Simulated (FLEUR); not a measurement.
Runs of FLEUR MaX-R8.1 (later development tree) on LiF (Griceite). Symmetry: Fm-3m, No. 225, cubic system. The conventional cell has a = 4.028 Å, b = 4.028 Å, c = 4.028 Å, α = 90.00°, β = 90.00°, γ = 90.00°. Around F (site symmetry m-3m) lie 6 Li at 2.01 Å. Around Li (site symmetry m-3m) lie 6 F at 2.01 Å. 

```tsv
task	level	gmax	muffin-tin radii	lnonsphr	max iterations	mixing factor	kmax	gap on the mesh (eV)
band structure	PBEsol	12.7 1/bohr	F 1.76, Li 1.76 bohr	F 8, Li 8	60	0.05	4.1 1/bohr	8.89
band structure	WC	12.7 1/bohr	F 1.76, Li 1.76 bohr	-	60	0.05	4.1 1/bohr	8.92
band structure	LDA	12.7 1/bohr	F 1.76, Li 1.76 bohr	F 8, Li 8	60	0.05	4.1 1/bohr	(a)
single point	PBEsol	13.1 1/bohr	F 1.71, Li 1.71 bohr	F 8, Li 8	60	0.05	4.21 1/bohr	8.89
band structure	BLYP	12.7 1/bohr	F 1.76, Li 1.76 bohr	-	60	0.05	4.1 1/bohr	(b)
single point	PBE	13.1 1/bohr	F 1.71, Li 1.71 bohr	-	60	0.05	4.21 1/bohr	9.05
band structure	r2SCAN	12.7 1/bohr	F 1.76, Li 1.76 bohr	F 8, Li 8	80	0.05	4.1 1/bohr	10.06
```

Alike in all rows: potentials or basis all-electron, FLAPW; no spin polarisation; cell as given; k mesh 11 × 11 × 11; smearing fermi-dirac 0.05 eV.

Q: Estimate the missing entries.

A: (a) 8.82; (b) 9.22.

Caveats: an odd mesh through Γ misses points on the zone boundary, where band edges often lie (some runs); the meta-GGA is that of a development version, with a GGA for the radial functions and cores and without core tails (some runs).

Not every run made on this cell is shown here.
